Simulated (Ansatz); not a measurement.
**Straining ScAl$_{3}$**

Level of theory: DFT r2SCAN, scalar-relativistic, plane waves, PAW in Ansatz 0.2.0. Run with 500 eV cutoff, 14×14×14 k-mesh, Gaussian smearing of 0.10 eV, no spin polarisation.

Reference structure (relaxed):

```
Sc Al
1.0
     4.08554    0.00000    0.00000
     0.00000    4.08554    0.00000
     0.00000    0.00000    4.08554
Sc Al
1 3
Direct
  0.00000 0.00000 0.00000
  0.50000 0.00000 0.50000
  0.00000 0.50000 0.50000
  0.50000 0.50000 0.00000
```

Deformation: biaxial strain in the a-b plane, with the length and tilt of c and the atoms relaxed, all within the symmetry that the strain leaves. Energies are extrapolated to zero smearing. Stress is positive in compression, on the Cartesian axes of the cell above.

```tsv
strain (%)	ΔE (meV/atom)	a (Å)	b (Å)	c (Å)	σxx (GPa)	σyy (GPa)	σzz (GPa)
-6.0	102.1	3.840	3.840	4.190	17.76	17.76	0.00
-4.0	?	3.922	3.922	?	?	?	?
-2.0	?	4.004	4.004	?	?	?	?
+0.0	0.0	4.086	4.086	4.086	0.05	0.05	0.05
+2.0	9.0	4.167	4.167	4.053	-4.06	-4.06	0.00
+4.0	33.8	4.249	4.249	4.015	-7.28	-7.28	-0.01
+6.0	71.4	4.331	4.331	3.972	-9.76	-9.76	-0.01
```

**Question.** Fill in the row at -4.0 %.

**Answer.** ΔE 43.3 meV/atom; c 4.153 Å; σxx 10.88 GPa; σyy 10.88 GPa; σzz 0.00 GPa.

**Question.** Fill in the row at -2.0 %.

**Answer.** ΔE 10.3 meV/atom; c 4.119 Å; σxx 4.99 GPa; σyy 4.99 GPa; σzz -0.01 GPa.